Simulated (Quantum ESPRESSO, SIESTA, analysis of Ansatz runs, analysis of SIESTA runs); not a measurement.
# GaN (P6_3mc):Al_Ga, a ladder of methods on one cell (SIESTA), part 3 of 3

Question: at which Fermi levels does Al_Ga in GaN (P6_3mc) change its charge, and how much of the answer depends on the k-points? The model is a cell of 72 host atoms with 1 Ga taken out and 1 Al put in.

SIESTA 5.4.2; SIESTA numerical-orbital DFT, PBEsol, DZP basis, PseudoDojo 0.4.1 potentials converted to PSML; charged supercells in a uniform background, point-charge correction with alignment at far sites.

So far. Step 2 (Band edges): The gap at this level is 1.79 eV.

### 3. Relaxing each charge state (continued)

Level of this step: SIESTA numerical-orbital DFT, PBEsol, DZP basis, PseudoDojo 0.4.1 potentials converted to PSML; relaxation of all atoms of a defect supercell at fixed charge in a uniform background (SIESTA).

Spin density in the ac plane at fractional y = 0.556, through the centre, with atoms of Ga and N and Al within 0.45 Å of it.

Ten even steps from '_' (-0.01 × 1e-2 e/Å³) to '@' (1.50 × 1e-2 e/Å³), each cell a mean:
```
______________________________________________________
______________________________________________________
______________________________________________________
______________________________________________________
..__________......____________........__________......
______..______....______..______....______..______....
__..--##**____________++@@++____________--%%**________
__::%%**++__________::##++++__________::%%****..______
__..==--..__________..--::____________..==--..________
______________________________________________________
________....________________________________....______
__________..________________________________....______
______________________________________________________
______________________________________________________
______________________________________________________
______________________________________________________
..__________........__________........__________......
______..______....______..______....______..____......
__..--##++____________--%%**____..______--%%++____..__
__--%%**++__________::%%****..________::%%****..______
__..==--..__________..==--..__________..====..________
______________________________________________________
________....______________....______________....______
________....______________....______________....______
```
Columns run along a (9.6 Å), rows up along c (10.4 Å). Atoms in or near the plane, at fractional coordinates: Ga at (0.11, 0.50), N at (0.11, 0.19), Ga at (0.11, 0.00), N at (0.11, 0.69), Al at (0.44, 0.50), N at (0.44, 0.19), Ga at (0.44, 0.00), N at (0.45, 0.68), Ga at (0.78, 0.50), N at (0.78, 0.19), Ga at (0.78, 0.00), N at (0.78, 0.69).

Valence density in the ac plane at fractional y = 0.556, through the centre, with atoms of Ga and N and Al within 0.45 Å of it. It is the smooth field of the valence electrons, not physical close to the nuclei.

Values in units of 1e0 e/Å³, 13 rows by 16 columns, each cell a mean:
```
0.6 4.9 4.5 0.5 0.4 0.4 3.3 5.6 1.2 0.4 0.4 1.7 5.8 2.6 0.4 0.4
0.2 0.1 0.1 0.2 0.2 0.2 0.1 0.2 0.2 0.2 0.2 0.2 0.2 0.1 0.2 0.2
0.2 0.3 0.3 0.2 0.2 0.2 0.2 0.2 0.2 0.2 0.2 0.2 0.3 0.2 0.2 0.2
0.6 2.1 2.0 0.5 0.3 0.4 1.5 2.2 0.8 0.3 0.4 1.1 2.3 1.5 0.4 0.3
0.5 1.9 1.8 0.4 0.1 0.3 1.6 2.3 0.8 0.2 0.2 0.9 2.2 1.2 0.2 0.1
0.3 2.7 2.5 0.3 0.1 0.1 0.3 0.4 0.2 0.1 0.1 0.8 3.5 1.2 0.2 0.1
0.8 7.6 7.5 0.6 0.4 0.3 0.1 0.1 0.2 0.3 0.3 3.3 7.9 5.0 0.4 0.3
0.3 1.0 0.9 0.3 0.4 0.3 0.2 0.1 0.2 0.4 0.3 0.4 1.4 0.5 0.3 0.4
0.1 0.1 0.1 0.1 0.2 0.2 0.1 0.1 0.1 0.2 0.2 0.1 0.1 0.1 0.2 0.2
0.4 1.0 0.9 0.3 0.3 0.3 0.7 1.1 0.5 0.3 0.3 0.5 1.1 0.7 0.3 0.3
0.7 2.7 2.5 0.6 0.2 0.4 2.1 2.9 1.1 0.3 0.3 1.3 2.9 1.8 0.3 0.2
0.3 0.9 0.8 0.2 0.1 0.2 0.7 1.0 0.4 0.1 0.1 0.4 1.0 0.6 0.1 0.1
0.7 6.2 5.9 0.5 0.2 0.3 4.7 6.5 1.7 0.2 0.2 2.5 6.5 3.9 0.2 0.2
```
Columns run along a (9.6 Å), rows up along c (10.4 Å). Atoms in or near the plane, at fractional coordinates: Ga at (0.11, 0.50), N at (0.11, 0.19), Ga at (0.11, 0.00), N at (0.11, 0.69), Al at (0.44, 0.50), N at (0.44, 0.19), Ga at (0.44, 0.00), N at (0.45, 0.68), Ga at (0.78, 0.50), N at (0.78, 0.19), Ga at (0.78, 0.00), N at (0.78, 0.69).

The states that were run, at one point at (¼, ¼, ¼), on 1 MPI rank of Arm Neoverse V1, shared host:

```
charge  moment (μB)    outcome  structures computed  largest displacement of a host atom from its site (Å)  lowest empty less highest filled level (eV)    time
     0            0  converged                    7                                                   0.05                                         3.63  59 min
    −1            1  converged                    7                                                   0.06                                         0.04   1.7 h
    +1            1  converged                    7                                                   0.05                                         0.06   1.8 h
```

Against the host's sites the lattice moves most at charge −1 (0.06 Å); the smallest move among the states is 0.05 Å.

### 4. Corrections and levels

A charged cell interacts with its images and the background. The point-charge term, screened by the static dielectric constant, takes that out, and the potential far from the defect is aligned with the host's. Chemical potentials: Al (fcc), Ga (alpha-Ga (Cmce)) and N (N2 molecule), run alike.

By state, in eV; the first energy still holds the atoms taken out or put in:

```
charge  moment (μB)  energy over the host, electrons at the valence top  point-charge term  potential shift at far sites  its spread  correction
    −1            1                                             2015.59              0.206                         0.061       0.022       0.145
     0            0                                             2012.35              0.000                             -           -       0.000
    +1            1                                             2012.72              0.206                        -0.099       0.029       0.107
```

Potentials at atomic sites for charge −1, some of the atoms; distances and the model charge refer to the site on which the defect was built:

```
atom  distance from that site (Å)  potential less the host's (eV)  point-charge model (eV)
 N11                        1.900                          -0.085                    0.310
Ga33                        3.184                          -0.033                    0.051
Ga66                        3.198                          -0.019                    0.050
 N16                        3.756                          -0.016                   -0.004
Ga21                        4.522                          -0.018                   -0.050
 N68                        4.558                           0.002                   -0.054
 N59                        4.928                           0.006                   -0.030
Ga61                        5.540                          -0.014                   -0.066
 N23                        5.881                          -0.010                   -0.092
Ga46                        6.120                          -0.014                   -0.088
Ga54                        7.610                          -0.017                   -0.106
```

Over the charge states the far sites scatter by a standard deviation of up to 0.03 eV about the model once its mean shift is taken off, which is the uncertainty of the alignment.

Limit set by the element alone; other compounds of these elements are not counted. Chemical potentials from the elements' reference states: Ga 0.00 eV, N -1.62 eV, Al 0.00 eV. Formation energies (Ga-rich), with the Fermi level at the valence top and at the conduction bottom (gap 1.79 eV):

```
charge  at valence top (eV)  at conduction bottom (eV)  correction included (eV)
    +1                -1.21                       0.59                      0.11
     0                -1.68                      -1.68                      0.00
    −1                 1.70                      -0.09                      0.14
```

| Fermi level (eV) | lowest formation energy (eV) |
| --- | --- |
| 0.00 | -1.68 |
| 0.16 | -1.68 |
| 0.33 | -1.68 |
| 0.49 | -1.68 |
| 0.65 | -1.68 |
| 0.81 | -1.68 |
| 0.98 | -1.68 |
| 1.14 | -1.68 |
| 1.30 | -1.68 |
| 1.47 | -1.68 |
| 1.63 | -1.68 |
| 1.79 | -1.68 |

Limit set by the element alone; other compounds of these elements are not counted. Chemical potentials from the elements' reference states: N 0.00 eV, Ga -1.62 eV, Al 0.00 eV. Formation energy by charge state (N-rich; gap 1.79 eV):

```
charge  at valence top (eV)  at conduction bottom (eV)  correction included (eV)
    +1                -2.83                      -1.04                      0.11
     0                -3.31                      -3.31                      0.00
    −1                 0.08                      -1.72                      0.14
```

```tsv
Fermi level (eV)	lowest formation energy (eV)
0.00	-3.31
0.16	-3.31
0.33	-3.31
0.49	-3.31
0.65	-3.31
0.81	-3.31
0.98	-3.31
1.14	-3.31
1.30	-3.31
1.47	-3.31
1.63	-3.31
1.79	-3.31
```

So at this level: (+1/0) at -0.48 eV (-0.37 without the correction) and (0/−1) at 3.39 eV (3.24 without the correction), in a gap of 1.79 eV. (+1/0) and (0/−1) lie outside the gap, so the charge beyond is not the lowest at any Fermi level in the gap, within the error of the correction. At charge −1, 37 % of the majority spin lies within 4 Å of the centre, against 34 % for an even spread, which points to a carrier spread as in a band; the levels next to it are then no levels of a bound state. At charge +1, 36 % of the majority spin lies within 4 Å of the centre, against 39 % for an even spread, which points to a carrier spread as in a band; the levels next to it are then no levels of a bound state.

### 5. SIESTA, PBEsol, DZP, 2×2×2

The k-points change from one point at (¼, ¼, ¼) to 2×2×2 shifted by half a step on the same structures. A defect state disperses through its periodic images, and a carrier in a host band fills it differently at other k-points; both move the energies of the states that hold these electrons.

Contents of defect.fdf:

```
SystemName                      AlGa35N36
SystemLabel                     defect
NumberOfSpecies                 3
NumberOfAtoms                   72
%block ChemicalSpeciesLabel
  1   31 Ga
  2    7 N
  3   13 Al
%endblock ChemicalSpeciesLabel
LatticeConstant                 1.0 Ang
%block LatticeVectors
     9.608457000    -0.001719000     0.000000000
    -4.805718000     8.320308000     0.000000000
     0.000000000     0.000000000    10.426414000
%endblock LatticeVectors
AtomicCoordinatesFormat         Fractional
%block AtomicCoordinatesAndAtomicSpecies
     0.222616118     0.111033231     0.249249167  1
     0.112562027     0.223002141     0.499146974  1
[... 8 atom lines left out ...]
     0.228739587     0.447556533     0.439770088  2
[... 22 atom lines left out ...]
     0.444792711     0.555943073     0.499437582  3
     0.552867663     0.447952453     0.439394791  2
[... 1 atom line left out ...]
     0.555451357     0.445866045     0.748355858  1
[... 2 atom lines left out ...]
     0.445215181     0.556960671     0.682371619  2
[... 2 atom lines left out ...]
     0.552827476     0.772139362     0.439902156  2
[... 28 atom lines left out ...]
     0.778717680     0.889638414     0.687487951  2
%endblock AtomicCoordinatesAndAtomicSpecies
%block kgrid.MonkhorstPack
    2   0   0  0.50
    0   2   0  0.50
    0   0   2  0.50
%endblock kgrid.MonkhorstPack
XC.Functional                   GGA
XC.Authors                      PBEsol
PAO.BasisSize                   DZP
PAO.EnergyShift                 0.005 Ry
Mesh.Cutoff                     300 Ry
NetCharge                       -1.0
Spin                            polarized
%block DM.InitSpin
    11   0.200
    34   0.200
    35   0.200
    40   0.200
    43   0.200
%endblock DM.InitSpin
Spin.Fix                        true
Spin.Total                      1.0
OccupationFunction              FD
ElectronicTemperature           0.01 eV
MaxSCFIterations                150
SCF.MustConverge                true
SCF.Mixer.Method                Pulay
SCF.Mixer.Weight                0.1
SCF.Mixer.History               10
SCF.DM.Tolerance                1.0e-4
SCF.H.Tolerance                 1.0e-3 eV
WriteForces                     true
Charge.Mulliken                 end
SaveRho                         true
SaveElectrostaticPotential      true
Charge.Hirshfeld                end
Charge.Voronoi                  end
```

On the command line:

```console
$ OMP_NUM_THREADS=1 siesta defect.fdf > defect.out
```

Log:

```text
Version         : 5.4.2

                           ***********************
                           *  WELCOME TO SIESTA  *
                           ***********************

[...]
reinit: Reading from file defect.fdf

reinit: -----------------------------------------------------------------------
reinit: System Name: AlGa35N36
reinit: -----------------------------------------------------------------------
reinit: System Label: defect
reinit: -----------------------------------------------------------------------

[...]
initatom: Reading input for the pseudopotentials and atomic orbitals ----------
Species number:   1 Atomic number:   31 Label: Ga
Species number:   2 Atomic number:    7 Label: N
Species number:   3 Atomic number:   13 Label: Al

[... pseudopotential checks and orbital generation ...]

prinput: Basis input

PAO.BasisType split

%block ChemicalSpeciesLabel
    1   31 Ga                      # Species index, atomic number, species label
    2    7 N                       # Species index, atomic number, species label
    3   13 Al                      # Species index, atomic number, species label
%endblock ChemicalSpeciesLabel

%block PAO.Basis                 # Define Basis set
# WARNING: This information might be incomplete!
Ga                    4                    # Species label, number of l-shells
 n=4   0   2                         # n, l, Nzeta
   6.217      4.287
   1.000      1.000
 n=4   1   2                         # n, l, Nzeta
   8.738      6.186
[...]
n=3   2   1                         # n, l, Nzeta
   3.373
   1.000
 n=4   2   1                         # n, l, Nzeta
   8.738
   1.000
N                     2                    # Species label, number of l-shells
[...]
Res    0.015215    sqrt( Sum f_i^2 / 3N )
   Max    0.038537    constrained
[...]
Stress tensor Voigt[x,y,z,yz,xz,xy] (kbar):       -4.61       -4.96       -7.69       -0.10       -0.00       -0.12
(Free)E + p*V (eV/cell)   -82921.0483
Target enthalpy (eV/cell)   -82924.0428
[...]
siesta: Final energy (eV):
siesta:  Band Struct. =  -10651.513518
siesta:       Kinetic =   66668.146856
siesta:       Hartree =   21261.615942
siesta:         Exch. =  -21366.897205
siesta:         Corr. =   -1387.633663
siesta:   Exch.-corr. =  -22754.530867
siesta:  Ion-electron = -103665.751744
siesta:       Ion-ion =  -44433.523003
siesta:         Total =  -82924.042817
siesta:      Fermi_up =      -2.696946
siesta:      Fermi_dn =      -5.396720
[...]
siesta: Stress tensor (static) (eV/Ang**3):
siesta:    -0.002880   -0.000073   -0.000001
siesta:    -0.000073   -0.003097   -0.000061
siesta:    -0.000001   -0.000061   -0.004802
[...]
siesta: Cell volume =        833.456888 Ang**3
[...]
siesta: Pressure (static):
siesta:                Solid            Molecule  Units
siesta:           0.00003913          0.00004021  Ry/Bohr**3
siesta:           0.00359288          0.00369228  eV/Ang**3
siesta:           5.75643465          5.91569256  kBar
[...]
mulliken: Qtot =      320.000

[...]
mulliken: Qtot =      319.000

Mulliken Atomic Populations:
Atom #   charge [q] valence [e]      Sz [e]  Species
     1     0.914795   12.085205    0.016706  Ga
     2     0.916219   12.083781    0.016211  Ga
     3    -0.913296    5.913296    0.011455  N
     4    -0.913080    5.913080    0.011472  N
     5     0.905925   12.094075    0.016282  Ga
[...]
7    -0.912692    5.912692    0.011629  N
[...]
34    -0.038802    3.038802    0.016311  Al
[...]
69     0.904410   12.095590    0.016342  Ga
    70     0.888540   12.111460    0.016492  Ga
    71    -0.912945    5.912945    0.011628  N
    72    -0.913317    5.913317    0.011463  N
 Total    -1.000000                1.000000

[...]
Job completed
```

The job ended after 35 min (1 MPI rank of Arm Neoverse V1, shared host; peak memory 2.4 GiB).

On the kept structures the largest force at this level is 0.12 eV/Å, so they are close to rest here too.

At charge −1 and +1 filled and empty levels, counted over both spins and all k-points, touch or overlap: the last carrier shares a level or a band, or the held moment keeps an electron of one spin above an empty level of the other.

By state, in eV; the first energy still holds the atoms taken out or put in:

```
charge  moment (μB)  energy over the host, electrons at the valence top  point-charge term  potential shift at far sites  its spread  correction
    −1            1                                             2015.30              0.206                         0.061       0.022       0.145
     0            0                                             2012.33              0.000                             -           -       0.000
    +1            1                                             2012.55              0.206                        -0.099       0.028       0.107
```

Against the first level the gap goes from 1.79 to 1.79 eV, and the level that moves most, (0/−1), from 3.39 to 3.11 eV. Both gaps come from the dense mesh of the unit cell, so this step does not test the gap. At charge −1, 37 % of the majority spin lies within 4 Å of the centre, against 34 % for an even spread, which points to a carrier spread as in a band; the levels next to it are then no levels of a bound state. At charge +1, 37 % of the majority spin lies within 4 Å of the centre, against 39 % for an even spread, which points to a carrier spread as in a band; the levels next to it are then no levels of a bound state.

### 6. Side by side

Gap and levels in eV, each above its own valence top, and the processor time of the defect runs (shared machines):

```
           level of method   gap  (+1/0)  (0/−1)           runs  core time
SIESTA, PBEsol, DZP, k = ¼  1.79   -0.48    3.39    relaxations      4.5 h
SIESTA, PBEsol, DZP, 2×2×2  1.79   -0.33    3.11  single points     88 min
```

Values below zero or above the gap of their row lie outside the gap.

Formation energies in eV with the Fermi level at the valence top and the elements as references, each run at its own level:

```
           level of method     +1      0    −1
SIESTA, PBEsol, DZP, k = ¼  -1.21  -1.68  1.70
SIESTA, PBEsol, DZP, 2×2×2  -1.38  -1.70  1.41
```

### 7. Outcome

* gap of the host (SIESTA, PBEsol): 1.79 eV

At the level trusted most (SIESTA, PBEsol, DZP, 2×2×2) no transition falls inside the gap of 1.79 eV: charge 0 is lowest across it. (+1/0) and (0/−1) reach a band edge before or after the correction; the carrier may then sit in a band, where the point-charge correction doesn't apply and the value depends on how these k-points fill the band, which is not corrected here. Only the charges −1, 0 and +1 were placed; others may be stable too. Compounds of Al with the host's elements are not counted; they lower the chemical potential of the dopant and raise these formation energies. Keep in mind: PBEsol makes the gap too small and tends to spread out bound carriers; where a gas molecule sets a chemical potential or the host's formation energy, its binding is uncorrected.

Computed beside measured:

```
                  quantity  measured  PBEsol PseudoDojo, SIESTA
band gap (direct gap) (eV)       3.4            1.79 (-1.61 eV)
```

Measured values from arxiv:1710.05670 (2017).

How well it matches: The band gap is off by -1.61 eV: a clear miss. Local and semilocal functionals usually give gaps below the measured ones. Zero-point and thermal motion shift the measured gap.

[Logs are printed without paths, hosts, clocks, repeated set-up lines and the standing remarks that a program may print on its own settings, such as how far it seeks lower states.]

[Hosts, paths, dates, database ids (printed as entryN), source tags and the programs' standing remarks are cut or masked in the printed files.]

[For some hosts the program warned that the k-mesh of the response run may be too coarse for force constants and the static dielectric constant; such warnings are not shown here.]

[Charge tables in the logs are Mulliken or Hirshfeld populations, whose sizes and signs can differ; where basis functions stand at a vacancy, SIESTA counts their charge against the missing atom's valence.]

[In relaxation paths of CP2K, step 0 can be the structure after the first move, since the trajectory file begins there, and the last row can be the final structure solved once more.]
